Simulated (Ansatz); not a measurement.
Wanted: the native input for an Ansatz 0.2.0 run.

```yaml
Task: single point
Functional: r2SCAN0 form with a typed share of exact exchange
Potentials_or_basis: Ansatz PAW
Cutoff: "500 eV (not typed: the program's choice for these potentials)"
k_mesh: 4 × 4 × 2
Occupations: fermi-dirac, width 0.05 eV
Spin: no spin polarisation
Share_of_exact_exchange: 0.15
```

The system is SnSe, a slab with vacuum.

```
Sn Se
1.0
     4.28533    0.00000    0.00000
     0.00000    4.28533    0.00000
     0.00000    0.00000   10.99069
Sn Se
2 2
Direct
  0.00000 0.50000 0.62777
  0.50000 0.00000 0.37223
  0.00000 0.50000 0.38396
  0.50000 0.00000 0.61604
```

One way to write it, as run:

input.yaml

```yaml
crystal:
  lattice:
    - [4.2853274191, 0.0, 0.0]
    - [0.0, 4.2853274191, 0.0]
    - [0.0, 0.0, 10.99069213]
  atoms:
    - { symbol: Sn, position: [0.0, 0.5, 0.62777089] }
    - { symbol: Sn, position: [0.5, 0.0, 0.37222911] }
    - { symbol: Se, position: [0.0, 0.5, 0.38396051] }
    - { symbol: Se, position: [0.5, 0.0, 0.61603949] }
hamiltonian:
  xc: { exchange: r2scan, correlation: r2scan, exx: { coeff: 0.15 } }
  pseudopotentials: { kind: paw }
kpoints:
  mp_grid: { grid: [4, 4, 2] }
scf:
  occupations: { method: fermi_dirac, width: 0.05 }
output:
  forces: true
  stress: true
  eigenvalues: true
  write_density: true
  write_potential: true
  elf: true
  volumetric_format: npy
```

Potentials or basis: Ansatz PAW.

Command:

```sh
$ ansatz run input.yaml --threads 2 --pin off --max-ram 5632MiB --backend cpu --events-out ev --progress --plain --runs-dir out
```

Results of the run:

```json
{
 "Largest force": "0.192 eV/Å",
 "Band gap on the k mesh": "2.53 eV, indirect (least direct gap 2.54 eV)"
}
```

Caveat: spin-orbit coupling is left out, which moves the levels of the heavy elements; the PAW data sets come from PBE, with cores solved anew for the run's functional, which leaves a small shift of forces and pressure.

It took 92 s on 2 threads of Arm Neoverse V1, on a shared host, peak memory 4.4 GiB.
